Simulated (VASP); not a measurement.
# Hf (Fm-3m) in VASP: notebook

One crystal, Hf, is run at these levels: PBE; tasks: density of states, electric field gradients.

All numbers are computed with VASP 6.6.1; they aren't measurements. Logs are shortened: lines on timing, memory, paths and dates and some standing lists are left out, and cuts for length are marked.

### 1 Starting point

It takes space group Fm-3m (No. 225, cubic). Conventional cell: a = 4.440 Å, b = 4.440 Å, c = 4.440 Å, α = 90.00°, β = 90.00°, γ = 90.00°. Hf (site symmetry m-3m) has 12 Hf at 3.14 Å as nearest neighbours.

This isn't the form of Hf at room conditions, which is hcp.

### 2 Density of states, PBE

Contents of POSCAR:

```
Hf
1.0
    0.0000000000      2.2200000000      2.2200000000
    2.2200000000      0.0000000000      2.2200000000
    2.2200000000      2.2200000000      0.0000000000
Hf
1
Direct
    0.0000000000      0.0000000000      0.0000000000
```

Contents of INCAR.step1:

```
SYSTEM = Hf
PREC     = Accurate       ! precision mode
ENCUT    = 520            ! plane-wave cutoff, eV
EDIFF    = 1E-6           ! SCF threshold, eV
ISMEAR   = -1             ! smearing method
SIGMA    = 0.03           ! smearing width, eV
LREAL    = .FALSE.        ! projectors in reciprocal space
LASPH    = .TRUE.         ! aspherical terms in the spheres
NELM     = 80             ! most SCF steps
ALGO     = Normal         ! electronic algorithm
ISIF     = 2              ! what is computed and relaxed
LWAVE    = .FALSE.        ! write WAVECAR
LCHARG   = .TRUE.         ! write CHGCAR
LMAXMIX  = 4              ! l up to which the mixer works
GGA      = PE             ! functional
NBANDS   = 11             ! bands
```

Contents of KPOINTS.step1:

```
Automatic mesh
0
G
  16 16 16
  0 0 0
```

Contents of INCAR.step2:

```
SYSTEM = Hf
PREC     = Accurate       ! precision mode
ENCUT    = 520            ! plane-wave cutoff, eV
EDIFF    = 1E-6           ! SCF threshold, eV
ISMEAR   = -5             ! smearing method
SIGMA    = 0.03           ! smearing width, eV
LREAL    = .FALSE.        ! projectors in reciprocal space
LASPH    = .TRUE.         ! aspherical terms in the spheres
NELM     = 80             ! most SCF steps
ALGO     = Normal         ! electronic algorithm
ISIF     = 2              ! what is computed and relaxed
LWAVE    = .FALSE.        ! write WAVECAR
LCHARG   = .FALSE.        ! write CHGCAR
LMAXMIX  = 4              ! l up to which the mixer works
GGA      = PE             ! functional
LORBIT   = 11             ! projections on sites
NEDOS    = 1001           ! points of the DOS
ICHARG   = 11             ! starting density
```

Contents of KPOINTS.step2:

```
Automatic mesh
0
G
  24 24 24
  0 0 0
```

Potentials or basis: VASP PAW PBE potentials, release 64 (Hf_pv).

Run with:

```bash
$ cat potpaw_PBE.64/Hf_pv/POTCAR > POTCAR
$ cp INCAR.step1 INCAR
$ cp KPOINTS.step1 KPOINTS
$ mpirun -np 1 vasp_std > vasp.out
$ cp INCAR.step2 INCAR
$ cp KPOINTS.step2 KPOINTS
$ mpirun -np 1 vasp_std > vasp.out
```

OUTCAR:

```text
SYSTEM = Hf
   PREC = Accurate
   ENCUT = 520
   EDIFF = 1E-6
   ISMEAR = -5
   LREAL = .FALSE.
   LASPH = .TRUE.
   NELM = 80
   ISIF = 2
   GGA = PE
   LORBIT = 11
   ICHARG = 11

 ion  position               nearest neighbor table
   1  0.000  0.000  0.000-

  LATTYP: Found a face centered cubic cell.
 ALAT       =     4.4400000000

  Lattice vectors:

 A1 = (   0.0000000000,   2.2200000000,   2.2200000000)
 A2 = (   2.2200000000,   0.0000000000,   2.2200000000)
 A3 = (   2.2200000000,   2.2200000000,   0.0000000000)

Analysis of symmetry for initial positions (statically):
=====================================================================
 Subroutine PRICEL returns:
 Original cell was already a primitive cell.

 Routine SETGRP: Setting up the symmetry group for a
 face centered cubic supercell.

 Subroutine GETGRP returns: Found 48 space group operations
 (whereof 48 operations were pure point group operations)
 out of a pool of 48 trial point group operations.

The static configuration has the point symmetry O_h .

Analysis of symmetry for dynamics (positions and initial velocities):
=====================================================================
 Subroutine PRICEL returns:
 Original cell was already a primitive cell.

 Routine SETGRP: Setting up the symmetry group for a
 face centered cubic supercell.

 Subroutine GETGRP returns: Found 48 space group operations
 (whereof 48 operations were pure point group operations)
 out of a pool of 48 trial point group operations.

The dynamic configuration has the point symmetry O_h .

 Subroutine INISYM returns: Found 48 space group operations
 (whereof 48 operations are pure point group operations),
 and found     1 'primitive' translations

----------------------------------------------------------------------------------------

                                     Primitive cell

  volume of cell :      21.8821

  direct lattice vectors                    reciprocal lattice vectors
     0.000000000  2.220000000  2.220000000    -0.225225225  0.225225225  0.225225225
     2.220000000  0.000000000  2.220000000     0.225225225 -0.225225225  0.225225225
     2.220000000  2.220000000  0.000000000     0.225225225  0.225225225 -0.225225225

  length of vectors
     3.139554108  3.139554108  3.139554108     0.390101533  0.390101533  0.390101533

  position of ions in fractional coordinates (direct lattice)
     0.000000000  0.000000000  0.000000000

  ion indices of the primitive-cell ions
   primitive index   ion index
                 1           1

----------------------------------------------------------------------------------------

 KPOINTS: Automatic mesh

Automatic generation of k-mesh.
 Grid dimensions read from file:
 generate k-points for:   24   24   24

 Generating k-lattice:

  Cartesian coordinates                     Fractional coordinates (reciprocal lattice)
    -0.009384384  0.009384384  0.009384384     0.041666667  0.000000000  0.000000000
     0.009384384 -0.009384384  0.009384384     0.000000000  0.041666667  0.000000000
     0.009384384  0.009384384 -0.009384384     0.000000000  0.000000000  0.041666667

  Length of vectors
     0.016254231  0.016254231  0.016254231

  Shift w.r.t. Gamma in fractional coordinates (k-lattice)
     0.000000000  0.000000000  0.000000000

 TETIRR: Found   1864 inequivalent tetrahedra from    82944

 Subroutine IBZKPT returns following result:
 ===========================================

 Found    413 irreducible k-points:

 Following reciprocal coordinates:
            Coordinates               Weight
  0.000000  0.000000  0.000000      1.000000
  0.041667  0.000000  0.000000      8.000000
  0.083333  0.000000  0.000000      8.000000
  0.125000  0.000000  0.000000      8.000000
  0.166667  0.000000  0.000000      8.000000
  0.208333  0.000000  0.000000      8.000000
[... 16 lines left out ...]
  0.416667  0.041667  0.000000     24.000000
  0.458333  0.041667  0.000000     24.000000
 [... further k-points ...]
   k-points           NKPTS =    413   k-points in BZ     NKDIM =    413   number of bands    NBANDS=      9
   number of dos      NEDOS =   1001   number of ions     NIONS =      1
   total plane-waves  NPLWV =  13824
   dimension x,y,z NGX =    24 NGY =   24 NGZ =   24
   dimension x,y,z NGXF=    48 NGYF=   48 NGZF=   48
   ions per type =               1
   NGX,Y,Z   is equivalent  to a cutoff of  12.71, 12.71, 12.71 a.u.
   NGXF,Y,Z  is equivalent  to a cutoff of  25.42, 25.42, 25.42 a.u.
 SYSTEM =  Hf
   PREC   = accura    normal or accurate (medium, high low for compatibility)
   ISTART =      0    job   : 0-new  1-cont  2-samecut
   ICHARG =     11    charge: 1-file 2-atom 10-const
   ISPIN  =      1    spin polarized calculation?
   LNONCOLLINEAR =      F non collinear calculations
   LSORBIT =      F    spin-orbit coupling
   LASPH  =      T    aspherical Exc in radial PAW
   ENCUT  =  520.0 eV  38.22 Ry    6.18 a.u.   5.84  5.84  5.84*2*pi/ulx,y,z
   NELM   =     80;   NELMIN=  2; NELMDL=  0     # of ELM steps
   EDIFF  = 0.1E-05   stopping-criterion for ELM
   LREAL  =      F    real-space projection
   EDIFFG = 0.1E-04   stopping-criterion for IOM
   NSW    =      0    number of steps for IOM
   IBRION =     -1    ionic relax: 0-MD 1-quasi-New 2-CG
   NFREE  =      0    steps in history (QN), initial steepest desc. (CG)
   ISIF   =      2    stress and relaxation
   ISYM   =      2    0-nonsym 1-usesym 2-fastsym
   POTIM  = 0.5000    time-step for ionic-motion
   TEBEG  =    0.0;   TEEND  =   0.0 temperature during run
   PSTRESS=    0.0 pullay stress
   NELECT =      10.0000    total number of electrons
   NUPDOWN=      -1.0000    fix difference up-down
   EMIN   =  10.00;   EMAX   =-10.00  energy-range for DOS
   EFERMI =   0.00;   METHOD = LEGACY
   ISMEAR =    -5;   SIGMA  =   0.03  broadening in eV -4-tet -1-fermi 0-gaus
   EFERMI_NEDOS =   21; number of points for ismear=-14 and -15
   IALGO  =     38    algorithm
   IMIX   =      4    mixing-type and parameters
     AMIX     =   0.40;   BMIX     =  1.00
     AMIX_MAG =   1.60;   BMIX_MAG =  1.00
  volume/ion in A,a.u.               =      21.88       147.67
  Fermi-wavevector in a.u.,A,eV,Ry     =   1.260991  2.382927 21.634588  1.590097
  Thomas-Fermi vector in A             =   2.394472
   LORBIT       =     11    0 simple, 1 ext, 2 COOP (PROOUT), +10 PAW based schemes
   GGA     = PE    functional components
   LHFCALC =     F    Hartree Fock is set to
   AEXX    =    0.0000 exact exchange contribution
   IVDW    =     0    specifies the selected vdW correction
   LEPSILON=     F    determine dielectric tensor
   LRPA    =     F    only Hartree local field effects (RPA)
 non-spin polarized calculation
 Fermi weights with tetrahedron method with Bloechl corrections
  energy-cutoff  :      520.00
  volume of cell :       21.88
 maximum number of plane-waves:       609

 number of electron      10.0000000 magnetization

 Free energy of the ion-electron system (eV)
  ---------------------------------------------------
  ext. energy  EPLUGINS =         0.00000000
  ---------------------------------------------------
  free energy    TOTEN  =        -9.84811174 eV

  energy without entropy =       -9.84811174  energy(sigma->0) =       -9.84811174

 E-fermi :   4.8975     XC(G=0): -11.3864

 val. band max:        4.9078630803   @ k =  -0.3750   0.1250   0.0417
 cond. band min:       4.8674270500   @ k =   0.5000   0.2917   0.1250
 fundamental gap:     -0.0404360303
 Fermi energy:         4.8974687171

 k-point     1 :       0.0000    0.0000    0.0000
  band No.  band energies     occupation
      1     -25.0358      2.00000
      2     -25.0358      2.00000
      3     -25.0358      2.00000
      4      -2.3904      2.00000
      5       6.3093      0.00000
      6       6.3093      0.00000
      7       6.3093      0.00000
      8       9.1805      0.00000
      9       9.1805      0.00000

 k-point     2 :       0.0417    0.0000    0.0000
  band No.  band energies     occupation
      1     -25.0517      2.00000
      2     -25.0378      2.00000
      3     -25.0378      2.00000
      4      -2.3276      2.00000
      5       6.2430      0.00000
      6       6.3402      0.00000
      7       6.3402      0.00000
      8       9.1451      0.00000
      9       9.1451      0.00000

 k-point     3 :       0.0833    0.0000    0.0000
  band No.  band energies     occupation
      1     -25.0984      2.00000
      2     -25.0436      2.00000
      3     -25.0436      2.00000
      4      -2.1423      2.00000
      5       6.0595      0.00000
      6       6.4263      0.00000
      7       6.4263      0.00000
      8       9.0527      0.00000
      9       9.0527      0.00000

 k-point     4 :       0.1250    0.0000    0.0000
  band No.  band energies     occupation
      1     -25.1719      2.00000
      2     -25.0530      2.00000
      3     -25.0530      2.00000
      4      -1.8437      2.00000
      5       5.7979      0.00000
      6       6.5462      0.00000
      7       6.5462      0.00000
      8       8.9441      0.00000
      9       8.9441      0.00000
[... 205 lines left out ...]
 k-point    22 :       0.3750    0.0417    0.0000
  band No.  band energies     occupation
      1     -25.7599      2.00000
      2     -25.1421      2.00000
      3     -25.1333      2.00000
      4       0.7754      2.00000
      5       4.9266      0.61272
      6       6.2391      0.00000
      7       6.3896      0.00000
      8      10.1072      0.00000
      9      10.6010      0.00000

 k-point    23 :       0.4167    0.0417    0.0000
  band No.  band energies     occupation
      1     -25.8321      2.00000
      2     -25.1502      2.00000
      3     -25.1458      2.00000
      4       1.0393      2.00000
      5       5.1156     -0.08118
      6       6.1307      0.00000
      7       6.2683      0.00000
      8      10.6295      0.00000
      9      11.0090      0.00000

 k-point    24 :       0.4583    0.0417    0.0000
  band No.  band energies     occupation
      1     -25.8810      2.00000
      2     -25.1554      2.00000
      3     -25.1546      2.00000
      4       1.1901      2.00000
      5       5.3152      0.00000
      6       6.0770      0.00000
      7       6.1796      0.00000
      8      11.0776      0.00000
      9      11.2889      0.00000

 [... further k-points ...]

------------------------ aborting loop because EDIFF is reached ----------------------------------------

  FORCE on cell =-STRESS in cart. coord.  units (eV):
  Direction    XX          YY          ZZ          XY          YZ          ZX
  --------------------------------------------------------------------------------------
  -------------------------------------------------------------------------------------
  Total        0.3663964      0.3663964      0.3663964     -0.0000000      0.0000000      0.0000000
  in kB       26.8270444     26.8270444     26.8270444     -0.0000000      0.0000000      0.0000000
  external PRESSURE =      26.8270444 kB  Pullay stress =       0.0000000 kB

 VOLUME and BASIS-vectors are now :
 -----------------------------------------------------------------------------
  energy-cutoff  :      520.00
  volume of cell :       21.88
      direct lattice vectors                 reciprocal lattice vectors
     0.000000000  2.220000000  2.220000000    -0.225225225  0.225225225  0.225225225
     2.220000000  0.000000000  2.220000000     0.225225225 -0.225225225  0.225225225
     2.220000000  2.220000000  0.000000000     0.225225225  0.225225225 -0.225225225

 POSITION                                       TOTAL-FORCE (eV/Angst)
 -----------------------------------------------------------------------------------
      0.00000      0.00000      0.00000         0.000000      0.000000     -0.000000
 -----------------------------------------------------------------------------------
    total drift:                               -0.000000     -0.000000     -0.000000

  FREE ENERGIE OF THE ION-ELECTRON SYSTEM (eV)
  ---------------------------------------------------
  free  energy   TOTEN  =        -9.8481117427 eV

  energy  without entropy=       -9.8481117427  energy(sigma->0) =       -9.84811174

 total charge

# of ion       s       p       d       tot
------------------------------------------
    1        0.395   6.394   1.583   8.372
```

It took 46 s on 1 thread of Intel Xeon Platinum 8488C (Sapphire Rapids), shared host; peak memory 0.2 GiB.

What came out:

```yaml
Valence_electrons_inside_the_program's_atomic_spheres: Hf 8.37
```

Levels at points of the mesh, in eV from the Fermi level:
```
           k point  band 1  band 2  band 3  band 4  band 5  band 6  band 7  band 8  band 9
(0.00, 0.00, 0.00)  -29.93  -29.93  -29.93   -7.29    1.41    1.41    1.41    4.28    4.28
(0.50, 0.00, 0.00)  -30.81  -30.05  -30.05   -3.70    0.65    1.18    1.18    6.46    6.46
(0.50, 0.50, 0.00)  -30.75  -30.25  -30.25   -3.35   -2.21    2.64    6.48    7.11    7.11
```

States per cell in windows of 1 eV (zero at the Fermi level; states under -8 eV left out):
| from (eV) | total | Hf1_d | Hf1_p | Hf1_s |
| --- | --- | --- | --- | --- |
| -8.0 | 0.01 | 0.00 | 0.00 | 0.00 |
| -7.0 | 0.07 | 0.00 | 0.00 | 0.03 |
| -6.0 | 0.14 | 0.00 | 0.01 | 0.05 |
| -5.0 | 0.24 | 0.02 | 0.03 | 0.07 |
| -4.0 | 0.57 | 0.14 | 0.06 | 0.12 |
| -3.0 | 0.77 | 0.29 | 0.07 | 0.09 |
| -2.0 | 1.02 | 0.53 | 0.12 | 0.02 |
| -1.0 | 1.18 | 0.59 | 0.21 | 0.01 |
| 0.0 | 1.36 | 0.71 | 0.24 | 0.02 |
| 1.0 | 1.04 | 0.70 | 0.09 | 0.01 |
| 2.0 | 0.90 | 0.64 | 0.05 | 0.01 |
| 3.0 | 0.89 | 0.65 | 0.06 | 0.01 |
| 4.0 | 0.71 | 0.56 | 0.04 | 0.00 |
| 5.0 | 0.99 | 0.81 | 0.05 | 0.01 |
| 6.0 | 1.10 | 0.92 | 0.06 | 0.02 |
| 7.0 | 0.84 | 0.52 | 0.12 | 0.09 |

Caveat: tetrahedron occupations give inexact forces and stress in metals.

### 3 Electric field gradients, PBE (volume scaled by 0.98)

Contents of INCAR:

```
SYSTEM = Hf
PREC = Accurate
ENCUT = 520
EDIFF = 1E-8
ISMEAR = -1
SIGMA = 0.03
LREAL = .FALSE.
LASPH = .TRUE.
NELM = 80
ALGO = Fast
ISIF = 2
LWAVE = .FALSE.
LCHARG = .FALSE.
GGA = PE
LEFG = .TRUE.
NBANDS = 11
```

Contents of KPOINTS:

```
regular mesh
0
G
  16 16 16
  0 0 0
```

Contents of POSCAR:

```
Hf
1.0
    0.0000000000      2.2051002222      2.2051002222
    2.2051002222      0.0000000000      2.2051002222
    2.2051002222      2.2051002222      0.0000000000
Hf
1
Direct
    0.0000000000      0.0000000000      0.0000000000
```

Potentials or basis: VASP PAW PBE potentials, release 64 (Hf_pv).

Run with:

```bash
$ cat potpaw_PBE.64/Hf_pv/POTCAR > POTCAR
$ mpirun -np 1 vasp_std > vasp.out
```

OUTCAR:

```text
SYSTEM = Hf
   PREC = Accurate
   ENCUT = 520
   EDIFF = 1E-8
   ISMEAR = -1
   LREAL = .FALSE.
   LASPH = .TRUE.
   NELM = 80
   ISIF = 2
   GGA = PE

 ion  position               nearest neighbor table
   1  0.000  0.000  0.000-

  LATTYP: Found a face centered cubic cell.
 ALAT       =     4.4102004444

  Lattice vectors:

 A1 = (   0.0000000000,   2.2051002222,   2.2051002222)
 A2 = (   2.2051002222,   0.0000000000,   2.2051002222)
 A3 = (   2.2051002222,   2.2051002222,   0.0000000000)

[... 541 lines left out ...]
    total drift:                                0.000000      0.000000     -0.000000

  FREE ENERGIE OF THE ION-ELECTRON SYSTEM (eV)
  ---------------------------------------------------
  free  energy   TOTEN  =        -9.8377079103 eV

  energy  without entropy=       -9.8322846700  energy(sigma->0) =       -9.83499629

 Electric field gradients (V/A^2)
---------------------------------------------------------------------
 ion       V_xx      V_yy      V_zz      V_xy      V_xz      V_yz
---------------------------------------------------------------------
   1      -0.000     0.000    -0.000    -0.000    -0.000    -0.000
---------------------------------------------------------------------

 Electric field gradients after diagonalization (V/A^2)
 (convention: |V_zz| > |V_xx| > |V_yy|)
----------------------------------------------------------------------
 ion       V_xx      V_yy      V_zz     asymmetry (V_yy - V_xx)/ V_zz
----------------------------------------------------------------------
   1       0.000     0.000    -0.000       0.000
----------------------------------------------------------------------

           NMR quadrupolar parameters

 Cq : quadrupolar parameter    Cq=e*Q*V_zz/h
 eta: asymmetry parameters     (V_yy - V_xx)/ V_zz
 Q  : nuclear electric quadrupole moment in mb (millibarn)
----------------------------------------------------------------------
 ion       Cq(MHz)       eta       Q (mb)
----------------------------------------------------------------------
   1      -0.000       0.000       1.000
----------------------------------------------------------------------
```

OSZICAR:

```text
N       E                     dE             d eps       ncg     rms          rms(c)
DAV:   1     0.132453585219E+02    0.13245E+02   -0.57247E+03  3198   0.844E+02
DAV:   2    -0.969629495925E+01   -0.22942E+02   -0.22226E+02  3965   0.157E+02
DAV:   3    -0.101501256394E+02   -0.45383E+00   -0.44991E+00  3959   0.151E+01
[... 10 lines left out ...]
RMM:  14    -0.983770786847E+01    0.59305E-06   -0.46315E-07  3923   0.547E-03    0.457E-04
RMM:  15    -0.983770789060E+01   -0.22131E-07   -0.10645E-07  4012   0.228E-03    0.486E-04
RMM:  16    -0.983770783856E+01    0.52037E-07   -0.16577E-08  3065   0.993E-04    0.164E-03
RMM:  17    -0.983770793200E+01   -0.93437E-07   -0.14813E-08  3112   0.858E-04    0.636E-04
RMM:  18    -0.983770791481E+01    0.17186E-07   -0.14312E-09  2428   0.263E-04    0.234E-04
RMM:  19    -0.983770791032E+01    0.44904E-08   -0.21446E-10  1568   0.902E-05
   1 F= -.98377079E+01 E0= -.98349963E+01  d E =-.542324E-02
```

stdout:

```text
POSCAR found type information on POSCAR Hf
 POSCAR found :  1 types and       1 ions
 scaLAPACK will be used
 LDA part: xc-table for (Slater+PW92), standard interpolation
 POSCAR, INCAR and KPOINTS ok, starting setup
 FFT: planning ... GRIDC
 FFT: planning ... GRID_SOFT
 FFT: planning ... GRID
 WAVECAR not read
 entering main loop
WARNING in EDDRMM: call to ZHEGV failed, returncode =   8  4     11
WARNING in EDDRMM: call to ZHEGV failed, returncode =   8  4     11
WARNING in EDDRMM: call to ZHEGV failed, returncode =   8  4     11
ion   1
```

Wall time 29 s (1 thread of Intel Xeon Platinum 8488C (Sapphire Rapids), shared host); peak memory 0.16 GiB.

Results:

```
Free energy            : -9.8377 eV
Pressure               : 5.0 GPa
Band gap on the k mesh : none (metal or under the smearing width)
```

Electric field gradients, principal values (V/Å²):
| atom | Vxx | Vyy | Vzz |
| --- | --- | --- | --- |
| 1 Hf | 0.000 | 0.000 | 0.000 |

Spin-orbit coupling is left out, which matters for the levels of Hf.

(Continued in part 2 of 2.)
